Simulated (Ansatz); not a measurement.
## ZrSe2: equation of state with BLYP+D4

ZrSe2:

```
Zr Se
1.0
     3.79800    0.00000    0.00000
    -1.89900    3.28916    0.00000
     0.00000    0.00000    6.19200
Zr Se
1 2
Cartesian
  0.0000 0.0000 0.0000
  1.8990 1.0964 4.6440
  0.0000 2.1928 1.5480
```

```json
{"Program": "Ansatz 0.2.0", "Task": "equation of state", "Functional": "BLYP", "Dispersion": "D4", "Potentials or basis": "Ansatz PAW", "Cutoff": "420 eV", "Density cutoff": "1680 eV", "k mesh": "8 × 8 × 5", "Occupations": "fermi-dirac, width 0.05 eV", "Spin": "no spin polarisation"}
```

```
Equilibrium volume                        : 26.38 Å³/atom
Bulk modulus at fixed shape and positions : 77 GPa
Pressure derivative of the bulk modulus   : 4.1
```

Energy against volume, from the lowest point:
| volume (Å³/atom) | energy (meV/atom) |
| --- | --- |
| 24.237 | 47.95 |
| 24.753 | 26.63 |
| 25.268 | 11.94 |
| 25.784 | 3.25 |
| 26.300 | 0.00 |
| 26.815 | 1.65 |
| 27.331 | 7.74 |

All runs of the series together: 13 s on 2 threads of AMD EPYC 7B13 (Zen 3), on a shared host.

Caveat: the potentials were made for another functional, which shifts forces and pressure; the cell was scaled at fixed shape and fractional positions, which overstates the stiffness of a crystal with free parameters, most of all of layers and chains.
